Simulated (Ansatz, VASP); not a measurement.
Si: VASP beside Ansatz

INCAR

```
SYSTEM = Si
  ALGO = Normal
  EDIFF = 1E-6
  ENCUT = 520
  GGA = PE
  ISIF = 2
  ISMEAR = 0
  LASPH = .TRUE.
  LCHARG = .TRUE.
  LELF = .TRUE.
  LREAL = .FALSE.
  LVHAR = .TRUE.
  LWAVE = .FALSE.
  NBANDS = 11
  NELM = 100
  PREC = Accurate
  SIGMA = 0.1
```

File KPOINTS:

```
k-points
0
G
  6 6 6
  0 0 0
```

File POSCAR:

```
Si
1.0
    0.0000000000      2.7200000000      2.7200000000
    2.7200000000      0.0000000000      2.7200000000
    2.7200000000      2.7200000000      0.0000000000
Si
2
Direct
    0.0000000000      0.0000000000      0.0000000000
    0.2500000000      0.2500000000      0.2500000000
```

Input for Ansatz:

```yaml
crystal:
  lattice:
    - [0.0, 2.72, 2.72]
    - [2.72, 0.0, 2.72]
    - [2.72, 2.72, 0.0]
  atoms:
    - { symbol: Si, position: [0.0, 0.0, 0.0] }
    - { symbol: Si, position: [0.25, 0.25, 0.25] }
basis:
  ecutwfc: 420
kpoints:
  mp_grid: { grid: [6, 6, 6] }
hamiltonian:
  xc: pbe
scf:
  occupations: { method: gaussian, width: 0.1 }
output:
  forces: true
  stress: true
  eigenvalues: true
```

The cell was built by a generator and needn't be a form met in nature.

Alike in both runs: task single point; functional PBE; k mesh 6 × 6 × 6; occupations gaussian, width 0.1 eV; no spin polarisation.

```csv
,VASP,Ansatz
version,VASP 6.6.1,Ansatz 0.2.0
potentials or method,"VASP PAW PBE potentials, release 64 (Si)","scalar-relativistic, plane waves, PAW"
plane-wave cutoff (eV),520,420
valence electrons in the cell,8,8
```

|  | VASP | Ansatz | Ansatz less VASP |
| --- | --- | --- | --- |
| gap on the k mesh at the Fermi level (eV) | 0.72 | 0.72 | -0.002 |
| least direct gap on the mesh (eV) | 2.56 | 2.56 | -0.005 |
| pressure (GPa) | 1.5 | 1.6 | +0.08 |

With one functional, cell and mesh, what is left measures potentials, basis and numerics.

A k mesh can miss the band edges. Expect the measured gap to be larger: semilocal functionals such as PBE lack the derivative discontinuity.
